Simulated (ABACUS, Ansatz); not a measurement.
**Cost and result for the equilibrium volume of Mo**

```cif
data_structure
_symmetry_space_group_name_H-M 'Im-3m'
_symmetry_Int_Tables_number 229
_cell_length_a 3.1676
_cell_length_b 3.1676
_cell_length_c 3.1676
_cell_angle_alpha 90.000
_cell_angle_beta 90.000
_cell_angle_gamma 90.000
_cell_volume 31.78
loop_
_atom_site_label
_atom_site_type_symbol
_atom_site_symmetry_multiplicity
_atom_site_Wyckoff_symbol
_atom_site_fract_x
_atom_site_fract_y
_atom_site_fract_z
_atom_site_occupancy
Mo1 Mo 2 a 0.00000 0.00000 0.00000 1
```

| rung | level | program and potentials | cutoff (eV) | k mesh | smearing | task | core time | chip | equilibrium volume (Å³/atom) | notes |
| --- | --- | --- | --- | --- | --- | --- | --- | --- | --- | --- |
| GGA | RPBE | Ansatz, Ansatz PAW | 420 | 12 × 12 × 12 | fermi-dirac 0.05 | relaxation of cell and atoms | 3.4 s | Arm Neoverse V2 | 15.99 | potentials made for PBE, which Ansatz adapts in part |
| GGA | revPBE | Ansatz, Ansatz PAW | 420 | 12 × 12 × 12 | fermi-dirac 0.05 | relaxation of cell and atoms | 3.6 s | Arm Neoverse V2 | 15.93 | potentials made for PBE, which Ansatz adapts in part |
| LDA | LDA | Ansatz, Ansatz PAW | 420 | 12 × 12 × 12 | fermi-dirac 0.05 | relaxation of cell and atoms | 4.1 s | Arm Neoverse V2 | 15.06 | potentials made for PBE, which Ansatz adapts in part |
| GGA | BLYP | Ansatz, Ansatz PAW | 420 | 12 × 12 × 12 | fermi-dirac 0.05 | relaxation of cell and atoms | 4.1 s | Arm Neoverse V2 | 16.40 | potentials made for PBE, which Ansatz adapts in part |
| GGA + dispersion | revPBE+D4 | Ansatz, Ansatz PAW | 420 | 12 × 12 × 12 | fermi-dirac 0.05 | relaxation of cell and atoms | 6.3 s | Intel Xeon Platinum 8259CL Skylake/Cascade Lake | 15.36 | potentials made for PBE, which Ansatz adapts in part |
| GGA + dispersion | revPBE+D3(BJ) | Ansatz, Ansatz PAW | 420 | 12 × 12 × 12 | fermi-dirac 0.05 | relaxation of cell and atoms | 6.4 s | Intel Xeon Platinum 8259CL Skylake/Cascade Lake | 15.09 | potentials made for PBE, which Ansatz adapts in part |
| meta-GGA | r2SCAN | Ansatz, Ansatz PAW | 500 | 12 × 12 × 12 | fermi-dirac 0.05 | equation of state | 14 s | Arm Neoverse V2 | 15.62 | potentials made for PBE, which Ansatz adapts in part |
| GGA | PBEsol | Ansatz, JTH PAW | 1800 | 12 × 12 × 12 | fermi-dirac 0.05 | equation of state | 43 s | Arm Neoverse V1 | 15.34 | potentials made for PBE |
| GGA | PBE | ABACUS, PseudoDojo NC SR 0.4.1 PBE standard, plane waves | 1102 | 12 × 12 × 12 | fermi-dirac 0.05 | equation of state | 76 s | Intel Xeon 6975P-C Granite Rapids | 15.80 | - |

Times are single runs on shared hosts and different chips, so they are rough; meshes, cutoffs and the tasks' sizes weigh on the time. All rows: no spin polarisation. Smearing widths are in eV. For a metal such meshes aren't converged. Meshes are those of the run's cell of 1 atom unless a note names another. Relaxations start from the cell shown or near it and stop with a little pressure left. The cell shown, of 15.89 Å³ an atom, is the runs' start and not the measured value. Misses use the values as printed. Runs on faulty files, with rough fits or with known faults for this quantity aren't shown. No row holds spin-orbit coupling.

Measured: 15.59 Å³/atom (pmc:5456621, doi:10.3390/ma9100834).

**Question.** Which of the timed runs is the cheapest that comes within 1.5 % of the measured equilibrium volume?

**Answer.** revPBE+D4 (Ansatz, Ansatz PAW): 15.36 Å³/atom in 6.3 s. One crystal doesn't make the level reliable, since errors can cancel. The runs are for a static lattice, while measurements hold temperature and zero-point motion.
